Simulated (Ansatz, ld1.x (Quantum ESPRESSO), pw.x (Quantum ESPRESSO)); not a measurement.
arsenic (As): does the TM potential hold in the solid?

ld1.x (Quantum ESPRESSO) 7.5 input, shortened:

```
&input
   title='As', zed=33., rel=1, dft='PBE', iswitch=3,
   config='[Ar] 3d10 4s2 4p3 4d-2'
 /
 &inputp
   pseudotype=2, tm=.true., lloc=-1, rcloc=1.76,
   nlcc=.false.
 /
3
4S  1  0   2.00   0.00  2.02  2.02  0.0
4P  2  1   3.00   0.00  2.78  2.78  0.0
4D  3  2  -2.00   0.40  2.84  2.84  0.0
 &test
   configts(1)='4s2 4p3'
 /
```

Crystal test: fcc As in pw.x 7.5, no spin, 13³ k-points, Fermi–Dirac smearing 0.01 Ry, cutoffs 45/180 Ry. The reference is all-electron LAPW (Ansatz 0.2.0) with the same functional, mesh and smearing; V0 and B0 come from Birch–Murnaghan fits to the pressures at five volumes. Errors are pseudo minus all-electron; Δ is the rms difference of the E(V) curves that follow from these fits, minima aligned, over ±6 % about the mean V0. Mesh and smearing are coarse, so the numbers serve the comparison and aren't converged zero-temperature values; the lattice is a test structure that the element need not adopt.

| V (Å³/atom) | P all-electron (GPa) | P pseudo (GPa) |
| --- | --- | --- |
| 18.435 | 4.26 | 3.41 |
| 18.920 | 1.91 | 1.09 |
| 19.405 | -0.16 | -0.93 |
| 19.890 | -1.97 | -2.70 |
| 20.375 | -3.54 | -4.24 |

All-electron: a0 = 4.263 Å (V0 = 19.37 Å³/atom), B0 = 77.8 GPa.

Pseudopotential: mean pressure error (GPa): -0.78; a0 (Å): 4.249; a0 error (%): -0.33; B0 error (%): +2.3; Δ (meV/atom): 3.3.

Task: At the middle volume, how do free energy and pressure move when the wave cutoff is lowered (ecutrho kept at four times it)?

Result:

| cutoff (Ry) | shift of F (meV/atom) | shift of P (GPa) |
| --- | --- | --- |
| 20 | +103.0 | -0.09 |
| 27 | +60.0 | -1.35 |
| 36 | +5.6 | -0.45 |

Input at the middle volume:

```
&control
  calculation='scf', prefix='x', pseudo_dir='./', outdir='./tmp', tstress=.true., disk_io='none'
/
&system
  ibrav=0, nat=1, ntyp=1, ecutwfc=45, ecutrho=180, nbnd=9,
  occupations='smearing', smearing='fd', degauss=0.01
/
&electrons
  conv_thr=1e-09, mixing_beta=0.4, electron_maxstep=70
/
ATOMIC_SPECIES
As 1.0 As.UPF
CELL_PARAMETERS angstrom
  0.00000000 2.13285444 2.13285444
  2.13285444 0.00000000 2.13285444
  2.13285444 2.13285444 0.00000000
ATOMIC_POSITIONS crystal
As 0.0000 0.0000 0.0000
K_POINTS automatic
13 13 13 0 0 0
```

```bash
pw.x < As.scf.in > As.scf.out
```

Lines of the output:

```
Message from routine setup:
     using ibrav=0 with symmetry is DISCOURAGED, use correct ibrav instead
     lattice parameter (alat)  =       5.7000  a.u.
     unit-cell volume          =     130.9514 (a.u.)^3
     number of electrons       =         5.00
     number of Kohn-Sham states=            9
     kinetic-energy cutoff     =      45.0000  Ry
     charge density cutoff     =     180.0000  Ry
     scf convergence threshold =      1.0E-09
     Exchange-correlation= PBE
     number of k points=    84  Fermi-Dirac smearing, width (Ry)=  0.0100
     iteration #  1     ecut=    45.00 Ry     beta= 0.40
     total energy              =     -12.62412935 Ry
     estimated scf accuracy    <       0.00173243 Ry
     iteration #  2     ecut=    45.00 Ry     beta= 0.40
     total energy              =     -12.62403629 Ry
     estimated scf accuracy    <       0.00047282 Ry
     iteration #  3     ecut=    45.00 Ry     beta= 0.40
     total energy              =     -12.62407309 Ry
     estimated scf accuracy    <       0.00000353 Ry
     iteration #  4     ecut=    45.00 Ry     beta= 0.40
     total energy              =     -12.62407459 Ry
     estimated scf accuracy    <       0.00000004 Ry
     iteration #  5     ecut=    45.00 Ry     beta= 0.40
     total energy              =     -12.62407466 Ry
     estimated scf accuracy    <       0.00000001 Ry
     iteration #  6     ecut=    45.00 Ry     beta= 0.40
     the Fermi energy is     8.7038 ev
!    total energy              =     -12.62407467 Ry
     estimated scf accuracy    <          2.4E-11 Ry
     smearing contrib. (-TS)   =      -0.00294712 Ry
     The total energy is F=E-TS. E is the sum of the following terms:
     one-electron contribution =       4.42155171 Ry
     hartree contribution      =       0.28457309 Ry
     xc contribution           =      -3.10801817 Ry
     ewald contribution        =     -14.21923418 Ry
     convergence has been achieved in   6 iterations
          total   stress  (Ry/bohr**3)                   (kbar)     P=       -9.35
     Message from routine punch:
     Nothing written, as per user request (disk_io='none')
```

The run at the middle volume (84 k-points, 6 iterations) took about 3.6 s on one core of a shared host (Neoverse-V2, 96 threads, 742 GiB, load 40).
